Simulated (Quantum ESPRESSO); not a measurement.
Crystal: InP.

```
In P
1.0
     0.00000    2.93050    2.93050
     2.93050    0.00000    2.93050
     2.93050    2.93050    0.00000
In P
1 1
Direct
  0.00000 0.00000 0.00000
  0.75000 0.75000 0.75000
```

Base run:

| Item | Value |
| --- | --- |
| Program | Quantum ESPRESSO 7.5 |
| Functional | BLYP |
| Potentials or basis | GBRV 1.5 PBE |
| Cutoff | 762 eV |
| Density cutoff | 6095 eV |
| k mesh | 6 × 6 × 6, shifted |
| Occupations | fermi-dirac, width 0.05 eV |
| Spin | no spin polarisation |

Its results: pressure 6.6 GPa; electronic dielectric tensor (diagonal) 11.15.

Question: The run is repeated on the same cell with these changes: functional from BLYP to LDA; potentials or basis from GBRV 1.5 PBE to GBRV 1.5 LDA. What comes out?

Answer: Pressure -1.4 GPa; electronic dielectric tensor (diagonal) 12.00.

Caveats: the potentials were made for another functional, which shifts forces and pressure (some runs); the cell is more than 3 GPa from zero pressure, which shifts response properties (some runs).

Not every run made on this cell is shown here.
